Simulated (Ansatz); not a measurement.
# Germanium, simple cubic under RPBE: structure, energy and stiffness

Aim: take germanium in the simple cubic structure, relax it, solve it on a dense k-mesh, then scale the cell to 7 volumes from 88 to 112 % of the relaxed one and try a fit of the equation of state. Spin polarisation is left out. The k-meshes are 11×11×11 for the relaxation; 19×19×19 for the dense run; 13×13×13 for the volumes.

This is Ge in the simple cubic structure; at room conditions it is diamond.

Program: Ansatz 0.2.0. Level of theory: DFT RPBE, plane waves (420 eV) with PAW, scalar-relativistic; the PAW data stem from PBE, with regenerated cores. These are calculated values, not measurements.

### Step 1. Starting point

It takes space group Pm-3m (No. 221, cubic). Conventional cell: a = 2.749 Å, b = 2.749 Å, c = 2.749 Å, α = 90.00°, β = 90.00°, γ = 90.00°. Around Ge (site symmetry m-3m) lie 6 Ge at 2.75 Å.

Structure file:

```
Ge
1.0
     2.74915    0.00000    0.00000
     0.00000    2.74915    0.00000
     0.00000    0.00000    2.74915
Ge
1
Direct
  0.00000 0.00000 0.00000
```

### Step 2. Relaxing cell and atoms

Contents of input.yaml:

```yaml
crystal:
  lattice:
    - [2.749147533, 0.0, 0.0]
    - [0.0, 2.749147533, 0.0]
    - [0.0, 0.0, 2.749147533]
  atoms:
    - { symbol: Ge, position: [0.0, 0.0, 0.0] }
hamiltonian:
  xc: rpbe
  pseudopotentials:
    kind: paw
    azcp:
      Ge: "pseudopotentials/Ge.paw.azcp"
basis:
  ecutwfc: 420
  fft_grid_basis: typed
kpoints:
  mp_grid: { grid: [11, 11, 11], shift: [0, 0, 0] }
magnetization:
  spin_polarized: false
scf:
  occupations: { method: fermi_dirac, width: 0.1 }
relax:
  max_steps: 60
  f_tol: 0.01
  cell: {}
```

The program printed (excerpt; [...] marks lines left out):

```text
Warning: RAYON_NUM_THREADS=2 ignored (pool sized by the plan → 2); use --threads N
[...]
Pseudopotentials: kind: paw
Pseudopotential: Ge, paw, valence charge 14, recommended cutoff 420 eV (normal), <dir>
Functional definition: RPBE
[...]
Crystal: 1 atoms, lattice volume = 20.778 Å³
Basis set: ecut = 420 eV, 437 PW (Γ), exchange–correlation on 40×40×40 points (8 copies of the dense FFT grid, shifted against one another)
Bands: 11, of which v1, the nominal top of the filled ones, is band 7 counted from 1 (6 counted from 0)
Symmetry: 48 space group operations
Space group: Pm-3m (ITA 221), of the structure as read, at distance tolerance 2.7e-5 Å
k-points: 56 of 1331
[...]
SCF iter   1: F=—  HF=-4300.436229 eV  |F-HF|=—  |Δ(HF+E_count)|=         —  Δρ=2.37e-3  dr2=6.84e-4  ethr=1.77e-3  ⟨swp⟩=5.2  Hψ=3539  notcnv=0
[...]
relax step   1: F+E_penalty+E_count = -4300.43577803 eV  Δ(F+E_penalty+E_count) = +0.000e0 eV  max|allowed force component| = 0.000e0 eV/Å  Δτ_max = 0.0000 Å  P = -0.820 GPa  Ω = 20.778 Å³  (6 SCF iters, dr2 threshold 1.00e-7 eV, accepted)
[...]
relax step   3: F+E_penalty+E_count = -4300.43656387 eV  Δ(F+E_penalty+E_count) = -8.159e-6 eV  max|allowed force component| = 0.000e0 eV/Å  Δτ_max = 0.0000 Å  P = -0.003 GPa  Ω = 20.493 Å³  energy of the carried Pulay correction = +4.695e-5 eV  (3 SCF iters, dr2 threshold 3.61e-8 eV, accepted)
[...]
relax step   4: F+E_penalty+E_count = -4300.43651871 eV  Δ(F+E_penalty+E_count) = +4.517e-5 eV  max|allowed force component| = 0.000e0 eV/Å  Δτ_max = 0.0000 Å  P = -0.003 GPa  Ω = 20.493 Å³  stress off target by 3.04e-3 GPa  SCF on the basis re-selected at this cell (its energy is not [...]
SCF converged after 4 iterations
Free energy (F): -4300.436519 eV
[...]
E sigma→0 (E₀):  -4300.426687 eV
Entropy (-TS):   -0.019663 eV (-19.663 meV/atom)
Fermi energy:    9.590003 eV
[...]
--- Forces (eV/Å), atoms counted from 1 ---
  atom   1  Ge    -0.00000000     0.00000000    -0.00000000
[...]
--- Stress (GPa, compression-positive) ---
       -0.003039      -0.000000      -0.000000
       -0.000000      -0.003039       0.000000
       -0.000000       0.000000      -0.003039
  P = ⅓ Tr σ = -0.0030 GPa (-0.030 kbar)
--- Relaxed structure (3 steps of the walk, 3 accepted, 1 SCFs on fresh bases) ---
  F+E_penalty+E_count = -4300.43651871 eV   max|allowed force component| = 0.000e0 eV/Å   (the final SCF, on the basis selected at the relaxed cell)
  cell:  # Å, volume = 20.4933 Å³
    - [2.7365538132124434, 1.5407439555097887e-33, 6.419766481290786e-35]
    - [1.5407439555097887e-33, 2.7365538132124434, 0.0]
    - [6.419766481290786e-35, 0.0, 2.7365538132124434]
  atoms:
    - { symbol: Ge, position: [0.0, 0.0, 0.0] }
```

Wall time 1.8 s (2 threads of Arm Neoverse V1, shared host); peak memory 0.27 GiB.

The steps of the relaxation:

```tsv
step	energy change (meV/atom)	largest force (eV/Å)	pressure (GPa)	volume (Å³/atom)
1	0.00	0.0000	-0.82	20.778
2	-0.78	0.0000	0.12	20.452
3	-0.79	0.0000	0.00	20.493
4	-0.74	0.0000	0.00	20.493
```

Steps that repeat a cell are solved on a basis chosen anew, so their changes of energy are no gain of the relaxation.

The cell of the run, before and after:

|  | before | after | change |
| --- | --- | --- | --- |
| a (Å) | 2.749 | 2.737 | -0.5 % |
| b (Å) | 2.749 | 2.737 | -0.5 % |
| c (Å) | 2.749 | 2.737 | -0.5 % |
| volume (Å³/atom) | 20.778 | 20.493 | -1.4 % |
| shortest distance (Å) | 2.749 | 2.737 | -0.5 % |
| space group (spins left aside) | Pm-3m | Pm-3m | same |

### Step 3. Dense single point

Contents of input.yaml:

```yaml
crystal:
  lattice:
    - [2.7365538132, 0.0, 0.0]
    - [0.0, 2.7365538132, 0.0]
    - [0.0, 0.0, 2.7365538132]
  atoms:
    - { symbol: Ge, position: [0.0, 0.0, 0.0] }
hamiltonian:
  xc: rpbe
  pseudopotentials:
    kind: paw
    azcp:
      Ge: "pseudopotentials/Ge.paw.azcp"
basis:
  ecutwfc: 420
  fft_grid_basis: typed
kpoints:
  mp_grid: { grid: [19, 19, 19], shift: [0, 0, 0] }
magnetization:
  spin_polarized: false
scf:
  occupations: { method: fermi_dirac, width: 0.1 }
```

The program printed (excerpt; [...] marks lines left out):

```text
Warning: RAYON_NUM_THREADS=2 ignored (pool sized by the plan → 2); use --threads N
[...]
Pseudopotentials: kind: paw
Pseudopotential: Ge, paw, valence charge 14, recommended cutoff 420 eV (normal), <dir>
Functional definition: RPBE
[...]
Crystal: 1 atoms, lattice volume = 20.493 Å³
Basis set: ecut = 420 eV, 389 PW (Γ)
Bands: 11, of which v1, the nominal top of the filled ones, is band 7 counted from 1 (6 counted from 0)
Symmetry: 48 space group operations
Space group: Pm-3m (ITA 221), of the structure as read, at distance tolerance 2.7e-5 Å
k-points: 220 of 6859
[...]
SCF iter   1: F=—  HF=-4300.447202 eV  |F-HF|=—  |Δ(HF+E_count)|=         —  Δρ=2.32e-3  dr2=5.78e-4  ethr=1.77e-3  ⟨swp⟩=5.1  Hψ=13912  notcnv=0
[...]
SCF iter   6: F=-4300.446741 eV  HF=-4300.446741 eV  |F-HF|=3.58e-10  |Δ(HF+E_count)|=   1.14e-8  Δρ=1.16e-6  dr2=1.31e-10  ethr=7.00e-11  ⟨swp⟩=1.0  Hψ=7255  notcnv=0
[...]
SCF converged after 6 iterations
Free energy (F): -4300.446741 eV
[...]
E sigma→0 (E₀):  -4300.438188 eV
Entropy (-TS):   -0.017105 eV (-17.105 meV/atom)
Fermi energy:    9.687150 eV
[...]
```

Wall time 1.4 s (2 threads of Arm Neoverse V1, shared host); peak memory 0.31 GiB.

### Step 4. The cell scaled to 88 % of its volume

Contents of input.yaml:

```yaml
crystal:
  lattice:
    - [2.6223956561, 0.0, 0.0]
    - [0.0, 2.6223956561, 0.0]
    - [0.0, 0.0, 2.6223956561]
  atoms:
    - { symbol: Ge, position: [0.0, 0.0, 0.0] }
hamiltonian:
  xc: rpbe
  pseudopotentials:
    kind: paw
    azcp:
      Ge: "pseudopotentials/Ge.paw.azcp"
basis:
  ecutwfc: 420
  fft_grid_basis: typed
kpoints:
  mp_grid: { grid: [13, 13, 13], shift: [0, 0, 0] }
magnetization:
  spin_polarized: false
scf:
  occupations: { method: fermi_dirac, width: 0.1 }
  lower_state_search: "off"
output:
  stress: true
  write_density: true
  write_potential: true
  elf: true
  volumetric_format: npy
```

The program printed (excerpt; [...] marks lines left out):

```text
Warning: RAYON_NUM_THREADS=2 ignored (pool sized by the plan → 2); use --threads N
[...]
Pseudopotentials: kind: paw
Pseudopotential: Ge, paw, valence charge 14, recommended cutoff 420 eV (normal), <dir>
Functional definition: RPBE
[...]
Crystal: 1 atoms, lattice volume = 18.034 Å³
Basis set: ecut = 420 eV, 365 PW (Γ)
Bands: 11, of which v1, the nominal top of the filled ones, is band 7 counted from 1 (6 counted from 0)
Symmetry: 48 space group operations
Space group: Pm-3m (ITA 221), of the structure as read, at distance tolerance 2.6e-5 Å
k-points: 84 of 2197
[...]
SCF iter   1: F=—  HF=-4300.381265 eV  |F-HF|=—  |Δ(HF+E_count)|=         —  Δρ=2.00e-3  dr2=3.84e-4  ethr=1.77e-3  ⟨swp⟩=5.1  Hψ=5333  notcnv=0
[...]
SCF iter   6: F=-4300.380896 eV  HF=-4300.380896 eV  |F-HF|=3.64e-11  |Δ(HF+E_count)|=  3.80e-10  Δρ=4.11e-7  dr2=1.71e-11  ethr=1.42e-11  ⟨swp⟩=4.1  Hψ=4182  notcnv=0
[...]
SCF converged after 6 iterations
Free energy (F): -4300.380896 eV
[...]
E sigma→0 (E₀):  -4300.374105 eV
Entropy (-TS):   -0.013581 eV (-13.581 meV/atom)
Fermi energy:    11.697500 eV
[...]
--- Stress (GPa, compression-positive) ---
       10.666988      -0.000000       0.000000
        0.000000      10.666988       0.000000
        0.000000      -0.000000      10.666988
  P = ⅓ Tr σ = 10.6670 GPa (106.670 kbar)
--- Band table (eV; the first three rows and the last of 84) ---
  k-point 0: bands = ["-13.1538", "-13.1538", "-12.8327", "-12.8327", "-12.8327", "-1.9371", "18.7746", "18.7746", "18.7746", "21.9062", "21.9062"]
[...]
```

Run time: 0.91 s. Hardware: 2 threads of Arm Neoverse V1, shared host; peak memory 0.27 GiB.

Density in a lattice plane of the grid's cell (edges 2.62 and 2.62 Å, at 0.000 of the third edge), which holds Ge.

Ten even steps from ' ' (0.12 e/Å³) to '@' (56.62 e/Å³):
```
##**==::..                              ..::==**
==--::..                                  ..::--
......                                      ....
                                                
                                                
                                                
                                                
                                                
                                                
                                                
                                                
                                                
                                                
                                                
                                                
                                                
......                                      ....
==--::..                                  ..::--
##**==::..                              ..::==**
@@%%++--..                              ..--++%%
```
Columns run along the first of these edges and rows up along the second, over one cell in 24 and 20 even steps from the bottom left corner. Atoms in the plane (fractional): Ge at (0.00, 0.00).

ELF in the same plane.

Values, 12 rows by 12 columns:
```
0.02 0.03 0.13 0.31 0.43 0.53 0.61 0.53 0.43 0.31 0.13 0.03
0.09 0.13 0.24 0.36 0.43 0.51 0.55 0.51 0.43 0.36 0.24 0.13
0.28 0.31 0.36 0.40 0.43 0.45 0.44 0.45 0.43 0.40 0.36 0.31
0.43 0.43 0.43 0.43 0.41 0.35 0.31 0.35 0.41 0.43 0.43 0.43
0.54 0.53 0.51 0.45 0.35 0.25 0.20 0.25 0.35 0.45 0.51 0.53
0.62 0.61 0.55 0.44 0.31 0.20 0.16 0.20 0.31 0.44 0.55 0.61
0.54 0.53 0.51 0.45 0.35 0.25 0.20 0.25 0.35 0.45 0.51 0.53
0.43 0.43 0.43 0.43 0.41 0.35 0.31 0.35 0.41 0.43 0.43 0.43
0.28 0.31 0.36 0.40 0.43 0.45 0.44 0.45 0.43 0.40 0.36 0.31
0.09 0.13 0.24 0.36 0.43 0.51 0.55 0.51 0.43 0.36 0.24 0.13
0.02 0.03 0.13 0.31 0.43 0.53 0.61 0.53 0.43 0.31 0.13 0.03
0.38 0.02 0.09 0.28 0.43 0.54 0.62 0.54 0.43 0.28 0.09 0.02
```
Columns run along the first of these edges and rows up along the second, over one cell in 12 and 12 even steps from the bottom left corner. Atoms in the plane (fractional): Ge at (0.00, 0.00).

Both are smooth fields of the valence electrons: close to the nuclei they are not physical.

The highest ELF values outside the cores: 0.62 on the Ge–Ge line, 1.3 Å from Ge.

(Part 1 of 2 ends here.)
